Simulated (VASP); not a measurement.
Data:

```yaml
crystal:
  lattice:
    - [4.47378, 0.00000, 0.00000]
    - [0.00000, 4.47378, 0.00000]
    - [0.00000, 0.00000, 3.11242]
  atoms:
    - { symbol: Ru, position: [0.00000, 0.00000, 0.00000] }
    - { symbol: Ru, position: [0.50000, 0.50000, 0.50000] }
    - { symbol: O, position: [0.30531, 0.30531, 0.00000] }
    - { symbol: O, position: [0.80531, 0.19469, 0.50000] }
    - { symbol: O, position: [0.19469, 0.80531, 0.50000] }
    - { symbol: O, position: [0.69469, 0.69469, 0.00000] }
```

Calculation: SCAN meta-GGA, VASP's PBE PAW potentials (set 64) (plane waves; VASP). Numerical set-up: 520 eV cut-off, 8×8×11 Γ-centred mesh, tetrahedra with Blöchl corrections, potentials Ru_pv O.

Question: Give the energies of bands 17 to 30 at the high-symmetry points, in eV from the Fermi level.

Answer: 
```tsv
band	Γ	X	M	Z	R	A
17	-4.26	-5.56	-4.63	-4.97	-4.49	-4.81
18	-4.26	-5.56	-4.63	-4.97	-4.49	-4.81
19	-2.81	-4.38	-3.52	-4.85	-4.36	-3.75
20	-2.36	-4.38	-3.52	-4.85	-4.36	-3.75
21	-2.36	-2.61	-2.95	-3.28	-2.90	-2.51
22	-1.82	-2.61	-2.95	-3.28	-2.90	-2.51
23	-1.63	-0.54	-1.46	-0.76	-1.63	-0.70
24	-1.36	-0.53	-1.46	-0.76	-1.63	-0.70
25	-1.31	-0.26	-1.26	0.12	-0.71	-0.37
26	-1.31	-0.26	-1.26	0.12	-0.71	-0.37
27	-0.91	0.50	0.96	0.97	1.26	0.27
28	1.93	0.50	0.96	0.97	1.26	0.27
29	1.95	4.61	4.01	3.68	2.53	3.64
30	5.17	4.62	4.01	3.68	2.53	3.64
```

It has no gap at this level: it comes out as a metal or semimetal.

The compound is RuO2 in the rutile structure. It was relaxed first.
